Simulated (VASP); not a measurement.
The system is CoO.

```
CELL_PARAMETERS angstrom
3.08113 0.00000 0.00000
0.00000 4.20139 0.00000
-2.87771 0.00000 3.07857
ATOMIC_POSITIONS crystal
Co 0.00000 0.25195 0.25000
Co 0.00000 0.74805 0.75000
O 0.00000 0.24939 0.75000
O 0.00000 0.75061 0.25000
```

The cell is a database's computed one.

```yaml
Program: VASP 6.6.1
Task: single point
Functional: PBE
Potentials_or_basis: VASP PAW PBE potentials, release 64 (Co, O)
Cutoff: 520 eV
k_mesh: 12 × 6 × 9
Occupations: fermi-dirac, width 0.05 eV
Spin: collinear spin, ferromagnetic start
Starting_moments: "[2.0, 2.0, 0.0, 0.0] μB"
```

On this cell: pressure -5.9 GPa; largest force 0.030 eV/Å; net moment 5.81 μB per cell; site moments Co +2.55; O +0.30 μB; band gap on the k mesh none (metal or under the smearing width).

The same run follows on a disturbed copy (atoms moved at random, drawn with an rms of 0.05 Å):

```
Co O
1.0
     3.08113    0.00000    0.00000
     0.00000    4.20139    0.00000
    -2.87771    0.00000    3.07857
Co O
2 2
Direct
  0.99162 0.24480 0.25443
  0.98492 0.75343 0.74839
  0.01027 0.26590 0.74980
  0.01063 0.74227 0.25124
```

**Question.** What changes?

**Answer.** The energy (extrapolated to zero smearing) moves by +2.7 meV/atom; pressure -5.6 GPa; largest force 0.376 eV/Å; net moment 5.80 μB per cell; site moments Co +2.55; O +0.30 μB; band gap on the k mesh none (metal or under the smearing width).

Forces on the atoms (eV/Å):
```
Co   0.030 -0.216 -0.146
Co   0.019  0.308 -0.134
O   -0.057 -0.329  0.171
O    0.008  0.237  0.109
```

Stress tensor (GPa, compression positive):
```
-5.81 -0.12 -0.67
-0.12 -5.63  0.10
-0.67  0.10 -5.47
```

Caveats: semilocal functionals often make such compounds metallic where correlation or magnetic order opens a gap, which also shifts bond lengths.
